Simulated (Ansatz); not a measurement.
From the elastic tensor of InP at 11 GPa (stress–strain coefficients) to moduli and sound speeds

Level of theory: Ansatz, DFT PBEsol, scalar-relativistic, plane waves, PAW. Plane waves to 420 eV; Γ-centred k mesh 10×10×10; fixed occupations. No spin polarisation.

The structure is cubic, space group F-43m (No. 216). The conventional cell has a = 5.641 Å, b = 5.641 Å, c = 5.641 Å, α = 90.00°, β = 90.00°, γ = 90.00°. In (site symmetry -43m) has 4 P at 2.44 Å as nearest neighbours. P (site symmetry -43m) has 4 In at 2.44 Å as nearest neighbours.

The real crystal has changed phase below this pressure.

Relaxed-ion constants (GPa, on the Cartesian axes of the calculation):
C11 = 136.4, C12 = 102.1, C13 = 102.1, C22 = 136.4, C23 = 102.1, C33 = 136.4, C44 = 41.0, C55 = 41.0, C66 = 41.0 GPa; the others vanish.

Density 5.396 g/cm³; 2 atoms in 44.87 Å³.

The values that follow are for a polycrystal of randomly turned grains, by Hill's mean where one number stands.

- Bulk modulus, Voigt / Reuss / Hill: 113.6 / 113.6 / 113.6 GPa
- Shear modulus, Voigt / Reuss / Hill: 31.5 / 26.4 / 28.9 GPa
- Young's modulus: 80 GPa
- Poisson ratio: 0.383
- Pugh ratio B/G: 3.92
- Universal anisotropy index: 0.97
- Longitudinal and transverse sound speeds: 5310 and 2316 m/s
- Debye temperature from the mean sound speed: 276 K

Cost: 1 run of about 0.9 core-minutes, on AMD EPYC 9R45 (Zen 5) (shared hosts).

Compressed InP resists a change of volume far more strongly than a change of shape, with a bulk modulus of 113.6 GPa against a Hill shear modulus of 28.9 GPa. In the open tetrahedral network, compression must shorten the stiff In–P bonds, whereas shear can be taken up largely by bending bond angles, which the partly ionic bonding resists only weakly. The softest shear is the tetragonal one, governed by C11 − C12, so the crystal is stiffest along the bond directions, ⟨111⟩, and most compliant along the cube axes. All homogeneous deformations still meet positive resistance, so the zincblende lattice is elastically stable at this pressure. This fits a first-order, reconstructive transition that sets in before any elastic instability. The Pugh ratio of 3.92 should not be read as ductility: in a semiconductor with directional bonds, plastic flow is limited by the barrier to dislocation motion, which elastic moduli do not measure. Stability against phonons of finite wavevector also remains open.
